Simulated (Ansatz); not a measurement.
A run of Ansatz 0.2.0 is set up as follows.

File input.yaml:

```yaml
crystal:
  lattice:
    - [-2.7293846213, 2.7293846213, 1.4846604507]
    - [2.7293846213, -2.7293846213, 1.4846604507]
    - [2.7293846213, 2.7293846213, -1.4846604507]
  atoms:
    - { symbol: Sn, position: [0.0, 0.0, 0.0] }
    - { symbol: Sn, position: [0.75, 0.25, 0.5] }
kpoints:
  mp_grid: { grid: [7, 7, 7] }
scf:
  occupations: { method: methfessel_paxton, width: 0.1 }
hamiltonian:
  xc: pbe
  pseudopotentials: { kind: all_electron, lapw: { basis_error: 0.001 } }
magnetization:
  noncollinear: true
  spin_orbit: true
output:
  forces: true
  stress: true
  eigenvalues: true
  dos: { projected: false, de: 0.1, e_range: [-20, 6] }
```

Potentials or basis: all-electron LAPW, relativistic spinors.

Command:

```console
$ ansatz run input.yaml --threads 1 --pin off --max-ram 3072MiB --backend cpu --events-out ev --progress --plain --runs-dir out
```

Task: Predict the pressure.

Result: 21.5 GPa.

Task: What does it give for the band gap on the k mesh?

Result: None (metal or under the smearing width).

States per cell in windows of 1 eV (zero at the Fermi level; states under -8 eV left out):
| from (eV) | total |
| --- | --- |
| -8.0 | 0.76 |
| -7.0 | 0.46 |
| -6.0 | 0.55 |
| -5.0 | 0.67 |
| -4.0 | 0.77 |
| -3.0 | 1.00 |
| -2.0 | 1.03 |
| -1.0 | 0.77 |
| 0.0 | 0.69 |
| 1.0 | 0.77 |
| 2.0 | 1.06 |
| 3.0 | 1.09 |
| 4.0 | 1.25 |
| 5.0 | 1.33 |

Caveat: the k mesh is thin for a metal, which can move the energy by tens of meV per atom; so large a pressure means that the cell lies far from this level's equilibrium, or that cutoff or potentials fall short.
